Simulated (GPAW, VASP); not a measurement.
This is a calculation of Mg (Magnesium) for GPAW 26.7.0 (ASE script). 

run.py

```python
from ase.dft.bandgap import bandgap
from ase.io import read, write
from ase.units import Bohr, GPa
from gpaw import GPAW, PW
from gpaw.elf import elf_from_dft_calculation

atoms = read('Mg.xyz')

calc = GPAW(mode=PW(800),
            xc='PBE',
            kpts={'size': (10, 10, 5), 'gamma': True},
            occupations={'name': 'methfessel-paxton', 'order': 0, 'width': 0.027000000000000003},
            nbands=19,
            convergence={'density': 1e-05, 'energy': 1e-05},
            maxiter=150,
            txt='gpaw.txt')
atoms.calc = calc
energy = atoms.get_potential_energy()
forces = atoms.get_forces()
stress = atoms.get_stress()
calc.write('gs.gpw')
write('result.traj', atoms)
print(f'Energy: {energy:.6f} eV')
print('Forces (eV/A):')
print(forces.round(4))
print('Stress (GPa):', (stress / GPa).round(3))
print('Fermi level:', round(calc.get_fermi_level(), 4), 'eV')
print(f'Gap: {bandgap(calc)[0]:.4f} eV, direct: {bandgap(calc, direct=True)[0]:.4f} eV')

# fields on the real-space grid
write('density.cube', atoms, data=calc.get_pseudo_density() * Bohr**3)
write('potential.cube', atoms, data=calc.get_electrostatic_potential())
write('elf.cube', atoms, data=elf_from_dft_calculation(calc).data)
```

The input Mg.xyz:

```xyz
2
Lattice="3.2093000000 0.0000000000 0.0000000000 -1.6046500000 2.7793353284 0.0000000000 0.0000000000 0.0000000000 5.2103000000" Properties=species:S:1:pos:R:3 pbc="T T T"
Mg     1.6046500002      0.9264451094      3.9077250000
Mg    -0.0000000002      1.8528902190      1.3025750000
```

Potentials or basis: GPAW PAW data sets (gpaw-data 1.2.1), pw.

Command:

```sh
$ OMP_NUM_THREADS=1 python run.py
```

Problem. Translate it to VASP 6.6.1. Potentials or basis there: PBE PAW files Mg, 520 eV.

Solution. As run (cutoffs and basis follow the program's own potentials, and thresholds, step limits or extra output files can differ):

Contents of INCAR:

```
SYSTEM = Mg
  PREC = Accurate
  ENCUT = 520
  EDIFF = 1E-6
  ISMEAR = 0
  SIGMA = 0.027000000000000003
  LREAL = .FALSE.
  LASPH = .TRUE.
  NELM = 60
  ALGO = Normal
  ISIF = 2
  LWAVE = .FALSE.
  LCHARG = .FALSE.
  GGA = PE
```

The input KPOINTS:

```
regular mesh
0
G
  10 10 5
  0 0 0
```

The input POSCAR:

```
Mg
1.0
    3.2093000000      0.0000000000      0.0000000000
   -1.6046500000      2.7793353284      0.0000000000
    0.0000000000      0.0000000000      5.2103000000
Mg
2
Direct
    0.6666666667      0.3333333333      0.7500000000
    0.3333333333      0.6666666667      0.2500000000
```

Potentials or basis: VASP PAW PBE potentials, release 64 (Mg).

Launch:

```sh
$ cat potpaw_PBE.64/Mg/POTCAR > POTCAR
$ mpirun -np 1 vasp_std > vasp.out
```

Both were run:

|  | GPAW | VASP |
| --- | --- | --- |
| Pressure | -0.5 GPa | -0.6 GPa |

The potentials hold 20 and 4 valence electrons a cell.

Pressure is positive in compression.
